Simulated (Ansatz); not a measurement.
# SiC: response to strain

SiC is deformed so: x and y strained by -3 %, z held. What stress and forces result, by LAPW, PAW and all-electron datasets made for the crystal?

The COD entry's cell or inner coordinates are ideal or old and differ from later refinements, so a difference from it is no clean test against experiment.

Computed with Ansatz 0.2.0 (DFT PBE, scalar-relativistic, unless a step's input says otherwise).

1 further run of the same task is left out (it didn't finish). Runs told in other sessions of the task aren't counted.

## 1. Starting point

The structure is cubic, space group F-43m (No. 216). Conventional cell: a = 4.348 Å, b = 4.348 Å, c = 4.348 Å, α = 90.00°, β = 90.00°, γ = 90.00°. Around Si (site symmetry -43m) lie 4 C at 1.88 Å. Around C (site symmetry -43m) lie 4 Si at 1.88 Å.

Structure file:

```cif
data_structure
_symmetry_space_group_name_H-M 'F-43m'
_symmetry_Int_Tables_number 216
_cell_length_a 4.3480
_cell_length_b 4.3480
_cell_length_c 4.3480
_cell_angle_alpha 90.000
_cell_angle_beta 90.000
_cell_angle_gamma 90.000
_cell_volume 82.20
loop_
_atom_site_label
_atom_site_type_symbol
_atom_site_symmetry_multiplicity
_atom_site_Wyckoff_symbol
_atom_site_fract_x
_atom_site_fract_y
_atom_site_fract_z
_atom_site_occupancy
Si1 Si 4 a 0.00000 0.00000 0.00000 1
C1 C 4 c 0.25000 0.25000 0.25000 1
```

The file gives the conventional cell by its symmetry; the runs use the cell typed in the input.

Atoms are numbered in the order of the input: Si1, C2.

## 2. After the deformation

Space group F-43m before, I-4m2 after.

## 3. LAPW, all electrons

Input file input.yaml:

```yaml
crystal:
  lattice:
    - [0.0, 2.10878, 2.174]
    - [2.10878, 0.0, 2.174]
    - [2.10878, 2.10878, 0.0]
  atoms:
    - { symbol: Si, position: [0.0, 0.0, 0.0] }
    - { symbol: C, position: [0.75, 0.75, 0.75] }
kpoints:
  mp_grid: { grid: [16, 16, 16] }
scf:
  occupations: { method: fermi_dirac, width: 0.05 }
hamiltonian:
  xc: pbe
  pseudopotentials: { kind: all_electron, lapw: { basis_error: 0.00025 } }
output:
  forces: true
  stress: true
  eigenvalues: true
```

Launch:

```bash
$ ansatz run input.yaml --threads 1 --pin off --max-ram 2048MiB --backend cpu --events-out ev --progress --plain --runs-dir out
```

## 4. PAW with frozen cores

input.yaml: that of step 3 with these lines changed.

```diff
@@ -14,3 +14,3 @@
   xc: pbe
-  pseudopotentials: { kind: all_electron, lapw: { basis_error: 0.00025 } }
+  pseudopotentials: { kind: paw }
 output:
@@ -19 +19,6 @@
   eigenvalues: true
+  efg: { contact_densities: true }
+  write_density: true
+  write_potential: true
+  elf: true
+  volumetric_format: npy
```

## 5. All-electron PAW on datasets made for the crystal

input.yaml: that of step 4 with these lines changed.

```diff
@@ -14,3 +14,3 @@
   xc: pbe
-  pseudopotentials: { kind: paw }
+  pseudopotentials: { kind: all_electron, datasets: crystal }
 output:
@@ -20,5 +20 @@
   efg: { contact_densities: true }
-  write_density: true
-  write_potential: true
-  elf: true
-  volumetric_format: npy
```

(Steps that only read results are left out.)

Q: Predict the outcome of this session. Wanted: pressure; largest shear or deviatoric stress.

The runs gave:

```
                                 quantity                                              value
                                 pressure  LAPW 20.55, PAW 20.58, crystal datasets 20.55 GPa
largest shear or deviatoric stress (LAPW)                                           5.61 GPa
```

**Reading.** The largest part of the stress beyond the pressure is 5.61 GPa in size, in the zz component; the atoms are carried along and not relaxed. No run of the undeformed cell stands beside it, so pressure and stress hold what the given cell had before the change, as far as its symmetry allows. PAW: stress within 0.04 GPa of LAPW. Crystal datasets: stress within 0.01 GPa of LAPW.
